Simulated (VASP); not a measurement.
Wanted: the native input for a VASP 6.6.1 run.

| Property | Result |
| --- | --- |
| Task | relaxation of the atoms |
| Functional | PBEsol |
| Potentials or basis | VASP PAW PBE potentials, release 64 (Ga_d, P) |
| Cutoff | 350 eV |
| k mesh | 2 × 2 × 2 |
| Occupations | gaussian, width 0.03 eV |
| Spin | collinear spin, ferromagnetic start |
| Starting moments | [0.0, 0.0, 0.0, 0.0, 0.0, 0.0, 0.0, 0.0, 0.0, 0.0, 0.0, 0.75, 0.75, 0.75, 0.0, 0.0, 0.0, 0.0, 0.0, 0.75, 0.0, 0.0, 0.0] μB |
| Dq | 0 |
| Further INCAR settings | LREAL = Auto; ALGO = Normal; EDIFF = 1e-05; IBRION = 2; EDIFFG = -0.03; NSW = 40 |

The structure of Ga11P12 (a cell with a defect) lies in POSCAR:

```
Ga11P12
1.0
    0.0000000000      8.1757500000      8.1757500000
    5.4505000000      0.0000000000      5.4505000000
    5.4505000000      5.4505000000      0.0000000000
Ga P
11 12
Direct
    0.0000000000      0.0000000000      0.5000000000
    0.0000000000      0.5000000000      0.0000000000
    0.0000000000      0.5000000000      0.5000000000
    0.3333330000      0.0000000000      0.0000000000
    0.3333330000      0.0000000000      0.5000000000
    0.3333330000      0.5000000000      0.0000000000
    0.3333330000      0.5000000000      0.5000000000
    0.6666670000      0.0000000000      0.0000000000
    0.6666670000      0.0000000000      0.5000000000
    0.6666670000      0.5000000000      0.0000000000
    0.6666670000      0.5000000000      0.5000000000
    0.0833333333      0.1250000000      0.1250000000
    0.0833333333      0.1250000000      0.6250000000
    0.0833333333      0.6250000000      0.1250000000
    0.0833333333      0.6250000000      0.6250000000
    0.4166663333      0.1250000000      0.1250000000
    0.4166663333      0.1250000000      0.6250000000
    0.4166663333      0.6250000000      0.1250000000
    0.4166663333      0.6250000000      0.6250000000
    0.7500003333      0.1250000000      0.1250000000
    0.7500003333      0.1250000000      0.6250000000
    0.7500003333      0.6250000000      0.1250000000
    0.7500003333      0.6250000000      0.6250000000
```

The input as run:

INCAR

```
SYSTEM = Ga11P12
PREC = Accurate
ENCUT = 350
EDIFF = 1E-5
ISMEAR = 0
SIGMA = 0.03
LREAL = Auto
LASPH = .TRUE.
NELM = 120
ALGO = Normal
ISIF = 2
LWAVE = .FALSE.
LCHARG = .FALSE.
ISPIN = 2
MAGMOM = 0 0 0 0 0 0 0 0 0 0 0 0.75 0.75 0.75 0 0 0 0 0 0.75 0 0 0
LORBIT = 11
GGA = PS
IBRION = 2
NSW = 40
EDIFFG = -0.03
KPAR = 2
```

KPOINTS

```
Automatic mesh
0
G
  2 2 2
  0 0 0
```

Potentials or basis: VASP PAW PBE potentials, release 64 (Ga_d, P).

Launch:

```sh
$ cat potpaw_PBE.64/Ga_d/POTCAR potpaw_PBE.64/P/POTCAR > POTCAR
$ mpirun -np 4 vasp_std > vasp.out
```

Results of the run:

```json
{
 "Energy gained by relaxing": "3.1 meV/atom",
 "Ionic steps": "15",
 "Pressure after relaxing": "-2.1 GPa",
 "Largest force after relaxing": "0.029 eV/Å",
 "Band gap on the k mesh": "none (metal or under the smearing width)",
 "Net moment": "0.25 μB per cell",
 "Site moments": "Ga +0.00, -0.00; P +0.03, +0.05, -0.00, +0.00 μB",
 "Valence electrons inside the program's atomic spheres": "Ga 11.71, 11.72; P 2.44, 2.45, 2.52, 2.50, 2.47, 2.53"
}
```

Caveat: the k mesh is coarse (spacing up to 0.50 Å⁻¹), so the values aren't converged; the cutoff is under 1.25 times the usual one of these potentials, so pressure, stress and relaxed cells hold a basis-set (Pulay) error; the PAW data sets were made with another functional, which shifts forces and pressure a little.

Wall time 19 min on 4 MPI ranks on Intel(R) Xeon(R) Platinum 8488C (Sapphire Rapids), on a shared host, peak memory 0.44 GiB a rank.
